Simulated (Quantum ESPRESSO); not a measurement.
GaAs:

```xyz
2
Lattice="0.0000 2.8268 2.8268 2.8268 0.0000 2.8268 2.8268 2.8268 0.0000" Properties=species:S:1:pos:R:3 pbc="T T T"
As    4.2403    4.2403    4.2403
Ga    0.0000    0.0000    0.0000
```

| Item | Value |
| --- | --- |
| Program | Quantum ESPRESSO 7.5 |
| Task | phonons |
| Functional | PBE |
| Potentials or basis | Ansatz NC SR PBE |
| Cutoff | 1143 eV |
| Density cutoff | 4572 eV |
| k mesh | 6 × 6 × 6, shifted |
| Occupations | fermi-dirac, width 0.05 eV |
| Spin | no spin polarisation |
| Mixing beta | 0.5 |
| Most SCF iterations | 120 |
| SCF threshold | 4e-10 Ry |

The first run showed a gap, so the response started from a second, tighter run with fixed occupations.

How polar is the lattice: what are the Born charges, the two dielectric constants and the LO-TO splitting?

Born charges ±2.13 e; dielectric constants 13.85 (electrons alone) and 15.75 (static); transverse and longitudinal modes at 268 and 285 cm⁻¹.

Caveat: the mesh is thin for the dielectric tensor, Born charges and intensities, which usually come out too large; the cell is more than 3 GPa from zero pressure, which shifts response properties.
